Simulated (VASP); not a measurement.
Wanted: the native input for a VASP 6.6.1 run.

- Task: relaxation of cell and atoms
- Functional: PBE
- Potentials or basis: VASP PAW PBE potentials, release 64 (Si)
- Cutoff: 600 eV
- k mesh: 10 × 10 × 10
- Occupations: gaussian, width 0.03 eV
- Spin: no spin polarisation
- Further INCAR settings: ALGO = Normal; EDIFF = 1e-07; IBRION = 2; EDIFFG = -0.005; NSW = 90; ISIF = 3

The structure of Si lies in POSCAR:

```
Si                                      
1.0
   -0.0000000000      2.7342968687      2.7342968687
    2.7342968687     -0.0000000000      2.7342968687
    2.7342968687      2.7342968687      0.0000000000
  Si            
     2
Direct
     0.7500000000000000    0.7500000000000000    0.7500000000000000
     0.5000000000000000    0.5000000000000000    0.5000000000000000
```

These files were run (other wordings do the same):

INCAR

```
PREC = Accurate ; ENCUT = 600
EDIFF = 1E-7 ; ISMEAR = 0
SIGMA = 0.03 ; LREAL = False
LASPH = True ; NELM = 80
ALGO = Normal ; ISIF = 3
LWAVE = False ; LCHARG = False
GGA = PE ; IBRION = 2
NSW = 90 ; EDIFFG = -0.005
KPAR = 4
```

KPOINTS

```
regular mesh
0
Gamma
  10 10 10
```

Potentials or basis: VASP PAW PBE potentials, release 64 (Si).

The run is started by

```bash
$ cat potpaw_PBE.64/Si/POTCAR > POTCAR
$ mpirun -np 4 vasp_std > vasp.out
```

It gave:

```
Pressure after relaxing : 0.0 GPa
Band gap on the k mesh  : 0.62 eV, indirect (least direct gap 2.56 eV)
```

Caveat: the relaxation stopped at its first step, so nothing moved.

It took 3.4 s on 4 MPI ranks on AMD EPYC 9R45 96-Core Processor (Zen 5) (shared host), peak memory 0.14 GiB a rank.
